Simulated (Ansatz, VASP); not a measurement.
**Os: VASP beside Ansatz**

Contents of INCAR:

```
SYSTEM = Os
ALGO = Normal
EDIFF = 1E-7
ENCUT = 520
GGA = PE
ISIF = 2
ISMEAR = -1
LASPH = .TRUE.
LCHARG = .FALSE.
LREAL = .FALSE.
LWAVE = .FALSE.
NBANDS = 10
NELM = 100
PREC = Accurate
SIGMA = 0.05
```

The input KPOINTS:

```
k-points
0
G
  12 12 12
  0 0 0
```

Contents of POSCAR:

```
Os
1.0
    0.0320230000      1.9474290000      1.9443080000
    1.9306630000      0.0186740000      1.9576570000
    1.9536770000      1.9837910000     -0.0043390000
Os
1
Direct
   -0.0102350000     -0.0002650000     -0.0013140000
```

The input input.yaml:

```yaml
crystal:
  lattice:
    - [0.032023, 1.947429, 1.944308]
    - [1.930663, 0.018674, 1.957657]
    - [1.953677, 1.983791, -0.004339]
  atoms:
    - { symbol: Os, position: [-0.010235, -0.000265, -0.001314] }
hamiltonian:
  xc: pbe
  pseudopotentials: { kind: paw }
kpoints:
  mp_grid: { grid: [12, 12, 12] }
scf:
  occupations: { method: fermi_dirac, width: 0.05 }
output:
  forces: true
  stress: true
  eigenvalues: true
```

Change from the starting cell: cell strained at random at fixed volume.

Alike in both runs: task single point; functional PBE; k mesh 12 × 12 × 12; occupations fermi-dirac, width 0.05 eV; no spin polarisation.

|  | VASP | Ansatz |
| --- | --- | --- |
| version | VASP 6.6.1 | Ansatz 0.2.0 |
| potentials or method | VASP PAW PBE potentials, release 64 (Os) | Ansatz PAW |
| plane-wave cutoff (eV) | 520 | 420 |
| valence electrons in the cell | 8 | 16 |

|  | VASP | Ansatz | Ansatz less VASP |
| --- | --- | --- | --- |
| gap on the k mesh at the Fermi level (eV) | none | none | - |
| pressure (GPa) | -9.9 | -9.6 | +0.25 |
| largest component of the traceless stress (GPa) | 8.96 | 9.06 | +0.099 |

A gap of «none» marks a metal or a gap that the smearing closes. The functional is the same, so the differences come from potentials, cutoffs and numerics. The two sets of potentials don't hold the same shells in valence.

Spin-orbit coupling is left out, which matters for the levels of Os.
